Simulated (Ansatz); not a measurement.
# BN (Fmm2): dielectric-dependent hybrid calculation, by script

Wanted for BN (Fmm2): a dielectric-dependent hybrid calculation.

Program: Ansatz 0.2.0 through its Python package. The levels of theory stand in the script. These are calculated values, not measurements.

## Step 1: Starting point

It takes space group Fmm2 (No. 42, orthorhombic). The conventional cell has a = 2.503 Å, b = 6.991 Å, c = 4.332 Å, α = 90.00°, β = 90.00°, γ = 90.00°. B (site symmetry mm2) is surrounded by 3 N at 1.44 Å. N (site symmetry mm2) is surrounded by 3 B at 1.44 Å.

The script reads bn.xyz:

```xyz
2
Lattice="0.0 3.49531583 2.16609124 1.2516321 0.0 2.16609124 1.2516321 3.49531583 0.0" Properties=species:S:1:pos:R:3 pbc="T T T"
B     1.25163210    3.49531583    0.00021076
N     1.25163210    3.49531583    2.88805526
```

## Step 2: Script

The input, ddh_bn.py:

```python
import ansatz
import numpy as np


def count_gap(report):
    # lowest empty less highest filled band, counting bands; zero where they overlap
    return max(report.get("gap_by_band_count_ev") or 0.0, 0.0)


def main() -> None:
    structure = ansatz.Crystal.from_extxyz("bn.xyz")

    job = structure.calculation().basis(17 * ansatz.Ha).kpoints(6).occupations("fixed").band_table()
    semilocal = job.functional("pbesol").run(threads=1).report
    hybrid = job.functional(exchange="pbesol", correlation="pbesol", exact_fraction="inverse_dielectric").run(threads=1).report
    alpha = hybrid["hybrid"]["exact_exchange_fraction"]
    print(f"fraction of exact exchange {alpha:.4f}, so eps_inf = {1 / alpha:.2f}")
    print(f"gap by band count: {count_gap(semilocal):.3f} eV semilocal, {count_gap(hybrid):.3f} eV hybrid")


if __name__ == "__main__":
    main()
```

## Step 3: The calls as engine input

The engine receives this input (first run):

```yaml
crystal:
  lattice:
    - [0.0, 3.49531583, 2.16609124]
    - [1.2516321, 0.0, 2.16609124]
    - [1.2516321, 3.49531583, 0.0]
  atoms:
    - { symbol: B, position: [4.864984357722623e-05, 4.864984357722623e-05, 0.9999513501564228] }
    - { symbol: "N", position: [0.6666513410580063, 0.6666513410580063, 0.33334865894199367] }
basis:
  ecutwfc: 462.593566181796
kpoints:
  mp_grid:
    grid: [6, 6, 6]
hamiltonian:
  xc: pbesol
scf:
  occupations:
    method: fixed
output:
  eigenvalues: true
```

## Step 4: The run

Command:

```bash
$ python ddh_bn.py
```

Log:

```text
fraction of exact exchange 0.2544, so eps_inf = 3.93
gap by band count: 3.747 eV semilocal, 5.754 eV hybrid
```

Run time: 36 s. Hardware: 1 thread of Arm Neoverse V1, shared host; peak memory 0.87 GiB.

## Step 5: Inputs of later runs

The engine's inputs for the other runs:

Run 2, against run 1:

```diff
@@ -15 +15,5 @@
-  xc: pbesol
+  xc:
+    exchange: pbesol
+    correlation: pbesol
+    exx:
+      coeff: inverse_dielectric
```

## Step 6: The engine's runs

From the records of these 2 runs:

| run | functional | hamiltonian.xc.exchange | hamiltonian.xc.correlation | energy (eV/atom) | gap on the mesh (eV) | SCF cycles | CPU time (s) |
| --- | --- | --- | --- | --- | --- | --- | --- |
| 1 | pbesol | not set | not set | -266.8911 | 3.75 | 6 | 1.1 |
| 2 | not set | pbesol | pbesol | -268.3176 | 5.75 | 10 | 32 |

Totals hang on method, basis and potentials, so only like runs compare.

## Step 7: Results

| quantity | value |
| --- | --- |
| runs compared | 2 |
| gap on the mesh | 3.75 (pbesol) to 5.75 eV (the functional composed in the script) |

The fraction is 0.2544, one over a mean dielectric constant (a third of the trace) of 3.93. It opens the gap from 3.747 to 5.754 eV, by 2.01 eV. Energy and stress may still move on a finer k-point mesh. Averages over directions belong to no single polarisation, least of all in layered crystals. The structure comes from a database of computed cells and needn't be a stable or known phase. Levels are Kohn-Sham eigenvalues on this mesh. The gaps are those of a coarse mesh; the run finds the dielectric constant of the semilocal functional on meshes of its own.
